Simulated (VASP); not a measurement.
## I: single point with PBEsol

I:

```
I
1.0
     3.95079   -2.58821    0.00000
     3.95079    2.58821    0.00000
     0.00000    0.00000   10.43895
I
4
Direct
  0.13354 0.86646 0.11195
  0.63354 0.36646 0.38805
  0.86646 0.13354 0.88805
  0.36646 0.63354 0.61195
```

The cell isn't the ideal one: Cl replaced by I, lengths x 1.218, strained and moved within the space group.

```
Program                : VASP 6.6.1
Task                   : single point
Functional             : PBEsol
Potentials or basis    : VASP PAW PBE potentials, release 64 (I)
Cutoff                 : 520 eV
k mesh                 : 4 × 4 × 2
Occupations            : gaussian, width 0.1 eV
Spin                   : no spin polarisation
Dipole correction      : no
Further INCAR settings : ALGO = Normal; EDIFF = 1e-07; NBANDS = 22
```

| Property | Result |
| --- | --- |
| Pressure | -1.3 GPa |
| Largest force | 0.180 eV/Å |
| Band gap on the k mesh | 1.18 eV, direct |

Forces in eV/Å, atoms in the order of the input:
```
I    0.000  0.013  0.179
I    0.000  0.013 -0.179
I    0.000 -0.013 -0.179
I    0.000 -0.013  0.179
```

Stress tensor (GPa, compression positive):
```
-0.39  0.00  0.00
 0.00 -1.53  0.00
 0.00  0.00 -1.99
```

Levels at points of the mesh, in eV from the valence-band top:
```tsv
k point	band 10	band 11	band 12	band 13	band 14	band 15	band 16	band 17	band 18	band 19
(0.00, 0.00, 0.00)	-1.25	-0.77	-0.31	-0.07	0.00	1.18	2.00	4.84	5.29	5.78
(0.50, 0.00, 0.00)	-1.58	-0.78	-0.78	-0.25	-0.25	1.87	1.87	5.68	5.68	7.23
(0.50, 0.50, 0.00)	-1.74	-1.11	-0.92	-0.39	-0.16	1.23	1.78	5.71	5.95	6.17
(0.00, 0.00, 0.50)	-1.30	-0.68	-0.68	-0.04	-0.04	1.53	1.53	5.33	5.33	6.41
(0.50, 0.00, 0.50)	-1.62	-0.48	-0.48	-0.07	-0.07	1.57	1.57	5.92	5.92	6.70
(0.50, 0.50, 0.50)	-1.74	-0.77	-0.77	-0.59	-0.59	1.47	1.47	6.27	6.27	7.00
```

Run time: 100 s on 1 thread of AMD EPYC 7R43 64-Core Processor (Zen 3) (shared host), peak memory 0.26 GiB.

Caveat: the PAW data sets were made with another functional, which shifts forces and pressure a little; spin-orbit coupling is left out, which moves the levels of the heavy elements; this functional lacks dispersion, which binds the layers, so the pressure and a relaxed spacing across them are unreliable. A k mesh can miss the band edges.
